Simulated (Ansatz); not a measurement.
The system is Fe.

```xyz
1
Lattice="0.0000 1.9417 1.9651 1.4984 0.0000 1.9651 1.4984 1.9417 0.0000" Properties=species:S:1:pos:R:3 pbc="T T T"
Fe    0.0000    0.0000    0.0000
```

```yaml
Program: Ansatz 0.2.0
Task: relaxation of cell and atoms
Functional: BLYP
Dispersion: D3(BJ)
Potentials_or_basis: Ansatz PAW
Cutoff: "420 eV (not typed: the program's choice for these potentials)"
k_mesh: 13 × 13 × 13
Occupations: fermi-dirac, width 0.05 eV
Spin: collinear spin, ferromagnetic start
Starting_moments: "[3.0] μB"
```

At the start: volume 11.44 Å³/atom.

Where does the relaxation end?

It ends after 8 steps and the volume is 11.09 Å³/atom (-3.0 %); space group Im-3m (No. 229, to 0.05 Å); moment 2.08 μB per cell.

The path:
```tsv
step	energy change (eV)	largest force (eV/Å)	volume (Å³)
1	0.0000	0.0000	11.44
2	-0.0164	0.0000	11.26
3	-0.0233	0.0000	11.04
4	-0.0247	0.0000	11.10
5	-0.0248	0.0000	11.09
6	-0.0247	0.0000	11.09
7	-0.0247	0.0000	11.09
8	-0.0247	0.0000	11.09
```

Final structure:
```cif
data_structure
_symmetry_space_group_name_H-M 'P 1'
_symmetry_Int_Tables_number 1
_cell_length_a 2.8099
_cell_length_b 2.4334
_cell_length_c 2.4334
_cell_angle_alpha 70.529
_cell_angle_beta 54.736
_cell_angle_gamma 54.735
_cell_volume 11.09
loop_
_atom_site_label
_atom_site_type_symbol
_atom_site_fract_x
_atom_site_fract_y
_atom_site_fract_z
_atom_site_occupancy
Fe1 Fe 0.00000 0.00000 0.00000 1
```

Caveat: the plane-wave basis is chosen anew once the cell has moved, so the energies of steps on either side of that aren't comparable; pairwise dispersion overbinds metals, which lowers pressure and volume; the PAW data sets come from PBE, with cores solved anew for the run's functional, which leaves a small shift of forces and pressure.
